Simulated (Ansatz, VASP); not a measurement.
CdS: VASP beside Ansatz

File INCAR:

```
SYSTEM = CdS
  PREC = Accurate
  ENCUT = 520
  EDIFF = 1E-6
  ISMEAR = -1
  SIGMA = 0.05
  LREAL = .FALSE.
  LASPH = .TRUE.
  NELM = 60
  ALGO = Normal
  ISIF = 2
  LWAVE = .FALSE.
  LCHARG = .TRUE.
  GGA = PE
  LELF = .TRUE.
  LVHAR = .TRUE.
  NBANDS = 16
```

Contents of KPOINTS:

```
regular mesh
0
G
  14 14 14
  0 0 0
```

File POSCAR:

```
CdS
1.0
    2.7422938594      0.0000000000      0.0000000000
    0.0000000000      2.7422938594      0.0000000000
    0.0000000000      0.0000000000      2.7422938594
Cd S
1 1
Direct
    0.0000000000      0.0000000000      0.0000000000
    0.5000000000      0.5000000000      0.5000000000
```

Input for Ansatz:

```yaml
crystal:
  lattice:
    - [2.7422938594, 0.0, 0.0]
    - [0.0, 2.7422938594, 0.0]
    - [0.0, 0.0, 2.7422938594]
  atoms:
    - { symbol: Cd, position: [0.0, 0.0, 0.0] }
    - { symbol: S, position: [0.5, 0.5, 0.5] }
kpoints:
  mp_grid: { grid: [14, 14, 14] }
scf:
  occupations: { method: fermi_dirac, width: 0.05 }
hamiltonian:
  xc: pbe
  pseudopotentials: { kind: all_electron, lapw: { basis_error: 0.001 } }
output:
  forces: true
  stress: true
  eigenvalues: true
  populations: true
```

Change from the starting cell: volume scaled by 0.52, LAPW.

Alike in both runs: task single point; functional PBE; k mesh 14 × 14 × 14; occupations fermi-dirac, width 0.05 eV; no spin polarisation.

```csv
,VASP,Ansatz
version,VASP 6.6.1,Ansatz 0.2.0
potentials or method,"VASP PAW PBE potentials, release 64 (Cd, S)","all-electron LAPW, scalar-relativistic"
plane-wave cutoff (eV),520,see its input
```

VASP gave:

```
pressure (GPa) : 215.7
```

Task: What did Ansatz give for the same quantities?

Result: Pressure (GPa): 207.8.

Ansatz ran all-electron here, so the differences hold the error of VASP's frozen core and of both bases.

Caveats: the cell as given lies far from equilibrium; so large a pressure means that the cell lies far from this level's equilibrium, or that cutoff or potentials fall short (VASP).
